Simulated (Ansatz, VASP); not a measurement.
**One calculation of Ge, two programs**

```
CELL_PARAMETERS angstrom
4.01338 0.00000 0.00000
0.00000 4.01338 0.00000
0.00000 0.00000 26.77050
ATOMIC_POSITIONS crystal
Ge 0.00000 0.00000 0.25991
Ge 0.00000 0.50000 0.31426
Ge 0.50000 0.50000 0.36720
Ge 0.50000 0.00000 0.42031
Ge 0.00000 0.00000 0.47331
Ge 0.00000 0.50000 0.52669
Ge 0.50000 0.50000 0.57969
Ge 0.50000 0.00000 0.63280
Ge 0.00000 0.00000 0.68574
Ge 0.00000 0.50000 0.74009
```

Alike in both runs: functional PBEsol; k mesh 8 × 8 × 1; occupations gaussian, width 0.03 eV; no spin polarisation.

Ansatz relaxed the structure, and its values are those at the end. VASP's run is a single point on that final structure, the one shown.

|  | VASP | Ansatz |
| --- | --- | --- |
| version | VASP 6.6.1 | Ansatz 0.2.0 |
| potentials or method | VASP PAW PBE potentials, release 64 (Ge_d) | scalar-relativistic, plane waves, PAW |
| plane-wave cutoff (eV) | 520 | 420 |
| valence electrons in the cell | 140 | 140 |

```tsv
	VASP	Ansatz	Ansatz less VASP
gap on the k mesh at the Fermi level (eV)	none	none	-
rms of the force components (eV/Å)	0.003	0.004	+0.0011
```

A gap of «none» marks a metal or a gap that the smearing closes. Ansatz warned: «xc_potential_rough_in_thin_density».

Caveats: the PAW data sets were made with another functional, which shifts forces and pressure a little (VASP).
